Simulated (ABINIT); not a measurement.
A run of ABINIT 10.8.3 (patched build):

File run.abi:

```
# Pseudopotentials
pp_dirpath "./"
pseudos "Mo.upf, S.upf"

# Structure
acell 3*1.0 Angstrom
rprim
     3.1690000000     0.0000000000     0.0000000000
    -1.5845000000     2.7444345046     0.0000000000
     0.0000000000     0.0000000000    12.3240000000
ntypat 2
znucl 42 16
natom 6
typat 1 1 2 2 2 2
xred
     0.6666666667     0.3333333333     0.7500000000
     0.3333333333     0.6666666667     0.2500000000
     0.6666666667     0.3333333333     0.3770000000
     0.3333333333     0.6666666667     0.8770000000
     0.6666666667     0.3333333333     0.1230000000
     0.3333333333     0.6666666667     0.6230000000

# Plane-wave basis
ecut 36.0

# k points
kptopt 1
ngkpt 8 8 2
nshiftk 1
shiftk 0.0 0.0 0.0

# Exchange and correlation
ixc 11

# Bands and occupations
nband 32
occopt 3
tsmear 0.05 eV

# SCF cycle
nstep 100
tolvrs 1.0e-10

# Output
iomode 3
prtwf 0
prtden 0
prteig 0
prtebands 0
```

Potentials or basis: PseudoDojo NC SR PBE v0.5 standard.

Command:

```console
$ mpirun --bind-to none -np 4 abinit run.abi > log 2>&1
```

Hardware: 4 MPI ranks on Arm Neoverse V2, on a shared host.

Q: How long does it take, and how much memory?

A: It took 66 s on 4 MPI ranks on Arm Neoverse V2 (shared host), peak memory 0.48 GiB a rank. Counts: scf iterations 14, mpi ranks 4, k points 20, bands 32, plane waves 7496.
